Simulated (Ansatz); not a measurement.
Structure search for MgSn4N

Level of theory: DFT PBE, scalar-relativistic, plane waves, PAW (Ansatz 0.2.0). Settings: cutoff 420 eV, Γ-centred meshes spaced at most about 0.3 Å⁻¹, and about 0.25 Å⁻¹ or finer for metals (2π included), Gaussian smearing. No spin polarisation.

The zero of energy is the elements' standard structures at the same level (N₂ as a molecule); no fitted shifts are applied. The references include grey tin.

Temperature and zero-point effects are left out. Larger cells and other orderings weren't all tried, so the list isn't exhaustive.

Invented guesses were relaxed alike, and ends that match in structure were merged. ΔE counts from the first row. Coordination counts Mg or Sn atoms around N (for each partner element, those within 1.25 times its shortest distance or 1.15 times the sum of covalent radii, where it is the nearest in units of that sum or under 1.3; the shortest distance is added where it exceeds 1.18 times the sum of covalent radii). The ends were matched against large subsets of the Crystallography Open Database and the Materials Project, so a missing match doesn't prove that a structure is unreported.

```
#           reached from  type and space group  atoms  Å³/atom     coordination  ΔE (meV/atom)  gap on mesh (eV)  in databases
1  Na4TeSe type (P4/mmm)      P4/mmm (No. 123)      6     24.3   N 8 from 2.7 Å              0              0.00      no match
2     H4BrN type (P-43m)       P-43m (No. 215)      6     28.7              N 4             51              0.00      no match
3            random cell      P6/mmm (No. 191)      6     23.4   N 2 from 2.9 Å            119              0.00      no match
4   ZrNbB4 type (P6/mmm)      P6/mmm (No. 191)      6     23.2   N 2 from 3.0 Å            251              0.00      no match
5   NdMgNi4 type (F-43m)       F-43m (No. 216)      6     26.1  N 12 from 3.5 Å            543              0.00      no match
```

The lowest: Space group P4/mmm (No. 123), tetragonal, a = 4.578 Å, c = 6.946 Å. Around Mg lie 8 Sn at 3.05 Å; around Sn lie 2 N at 2.71 Å, 1 Sn at 2.91 Å, 2 Mg at 3.05 Å and 4 Sn at 3.24 Å; N has 8 Sn at 2.71 Å. Its energy over the elements is +0.50 eV/atom. The separate elements lie lower, so it is unstable against them. An observed structure of this formula, if there is one, may be missing.

```cif
data_structure
_symmetry_space_group_name_H-M 'P 1'
_symmetry_Int_Tables_number 1
_cell_length_a 4.5784
_cell_length_b 4.5784
_cell_length_c 6.9463
_cell_angle_alpha 90.000
_cell_angle_beta 90.000
_cell_angle_gamma 90.000
_cell_volume 145.61
loop_
_atom_site_label
_atom_site_type_symbol
_atom_site_fract_x
_atom_site_fract_y
_atom_site_fract_z
_atom_site_occupancy
Mg1 Mg 0.00000 0.00000 0.00000 1
Sn1 Sn 0.50000 0.00000 0.70980 1
Sn2 Sn 0.00000 0.50000 0.29020 1
Sn3 Sn 0.50000 0.00000 0.29020 1
Sn4 Sn 0.00000 0.50000 0.70980 1
N1 N 0.50000 0.50000 0.50000 1
```

The second: Space group P-43m (No. 215), cubic, a = 5.566 Å. Around Mg lie 4 Sn at 2.68 Å; Sn has 1 N at 2.14 Å and 1 Mg at 2.68 Å; around N lie 4 Sn at 2.14 Å. Counting Mg or Sn atoms around N, the first has N 8 from 2.7 Å and the second has N 4. Cells relaxed within their symmetry can be saddle points.

```cif
data_structure
_symmetry_space_group_name_H-M 'P-43m'
_symmetry_Int_Tables_number 215
_cell_length_a 5.5662
_cell_length_b 5.5662
_cell_length_c 5.5662
_cell_angle_alpha 90.000
_cell_angle_beta 90.000
_cell_angle_gamma 90.000
_cell_volume 172.45
loop_
_atom_site_label
_atom_site_type_symbol
_atom_site_symmetry_multiplicity
_atom_site_Wyckoff_symbol
_atom_site_fract_x
_atom_site_fract_y
_atom_site_fract_z
_atom_site_occupancy
Mg1 Mg 1 b 0.50000 0.50000 0.50000 1
Sn1 Sn 4 e 0.22206 0.22206 0.22206 1
N1 N 1 a 0.00000 0.00000 0.00000 1
```

Some types were kept out of the candidates beforehand, so the set may lack a known form.
